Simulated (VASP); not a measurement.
Pm:

```
Pm
1.0
     0.00000    2.58417    2.58417
     2.58417    0.00000    2.58417
     2.58417    2.58417    0.00000
Pm
1
Direct
  0.00000 0.00000 0.00000
```

This isn't the form of Pm at room conditions, which is double hcp.

- Program: VASP 6.6.1
- Task: single point
- Functional: PBE
- Potentials or basis: VASP PAW PBE potentials, release 64 (Pm)
- Cutoff: 520 eV
- k mesh: 9 × 9 × 9
- Occupations: fermi-dirac, width 0.05 eV
- Spin: collinear spin, ferromagnetic start
- Starting moments: [4.0] μB

On this cell: pressure 1.1 GPa; net moment 5.45 μB per cell; site moments Pm +4.67 μB; band gap on the k mesh none (metal or under the smearing width).

The same run follows on a disturbed copy (cell strained at random at fixed volume):

```
Pm
1.0
     0.03349    2.62010    2.46422
     2.65326   -0.05742    2.55513
     2.57834    2.63609    0.01750
Pm
1
Direct
  0.00541 0.98817 0.98798
```

**Question.** What changes?

**Answer.** The energy (extrapolated to zero smearing) moves by -6.6 meV/atom; pressure 1.3 GPa; net moment 5.38 μB per cell; site moments Pm +4.65 μB; band gap on the k mesh none (metal or under the smearing width).

Stress tensor (GPa, compression positive):
```
 1.35  0.32 -0.96
 0.32  0.92  0.60
-0.96  0.60  1.70
```

The energy falls, though the first cell shows no forces: that form is unstable against this distortion, unless noise or another electronic state is at work.

Caveats: the magnetic or orbital state may not be the lowest; spin-orbit coupling is left out, which moves the levels of the heavy elements.
